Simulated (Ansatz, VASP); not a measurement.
**Ga2H3 in VASP and in Ansatz**

```xyz
5
Lattice="3.8073 0.0000 0.0000 0.0000 3.8073 0.0000 0.0000 0.0000 3.8073" Properties=species:S:1:pos:R:3 pbc="T T T"
Ga    1.9036    1.9036    1.9036
Ga    0.0000    0.0000    0.0000
H     0.0000    1.9036    1.9036
H     1.9036    0.0000    1.9036
H     1.9036    1.9036    0.0000
```

Alike in both runs: functional PBE; k mesh 10 × 10 × 10; occupations gaussian, width 0.1 eV; no spin polarisation.

Ansatz relaxed the structure, and its values are those at the end. VASP's run is a single point on that final structure, the one shown.

```csv
,VASP,Ansatz
version,VASP 6.6.1,Ansatz 0.2.0
potentials or method,"VASP PAW PBE potentials, release 64 (Ga_d, H)","scalar-relativistic, plane waves, PAW"
plane-wave cutoff (eV),520,420
valence electrons in the cell,29,29
```

|  | VASP | Ansatz | Ansatz less VASP |
| --- | --- | --- | --- |
| gap on the k mesh at the Fermi level (eV) | none | none | - |
| pressure (GPa) | 0.0 | 0.0 | 0.00 |

A gap of «none» marks a metal or a gap that the smearing closes.
